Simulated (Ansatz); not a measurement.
## Zn under changes of volume

One of the cells (15.451 Å³/atom); the others are scaled copies at fixed shape and fractional positions:

```
Zn
1.0
    -1.56904    1.56904    1.56904
     1.56904   -1.56904    1.56904
     1.56904    1.56904   -1.56904
Zn
1
Direct
  0.00000 0.00000 0.00000
```

This isn't the form of Zn at room conditions, which is hcp.

| Quantity | Value |
| --- | --- |
| Program | Ansatz 0.2.0 |
| Functional | PBEsol |
| Potentials or basis | Ansatz PAW |
| Cutoff | 420 eV (not typed: the program's choice for these potentials) |
| k mesh | 12 × 12 × 12 |
| Occupations | fermi-dirac, width 0.05 eV |
| Spin | no spin polarisation |

```tsv
volume (Å³/atom)	energy over the lowest point (meV/atom)	pressure (GPa)
14.524	0.00	-1.4
14.833	4.24	-2.9
15.142	10.91	-4.1
15.451	19.76	-5.2
15.760	30.59	-6.1
16.069	?	?
16.378	57.28	-7.7
```

**Question.** What does the run at 16.069 Å³/atom give?

**Answer.** Energy over the lowest point 43.20 meV/atom; pressure -7.0 GPa.

Worked out: A Birch-Murnaghan fit of order 3 (a polynomial in V^(-2/3)) to the other rows has its minimum at 14.21 Å³/atom, just outside them, with B0 = V·E''(V) = 73 GPa and B' = 4.1. It gives 43.15 meV/atom at 16.069 Å³/atom, against the run's 43.20, and -dE/dV = -6.9 GPa, against -7.0.

Energies are extrapolated to zero smearing.

Caveats: the PAW data sets come from PBE, with cores solved anew for the run's functional, which leaves a small shift of forces and pressure.
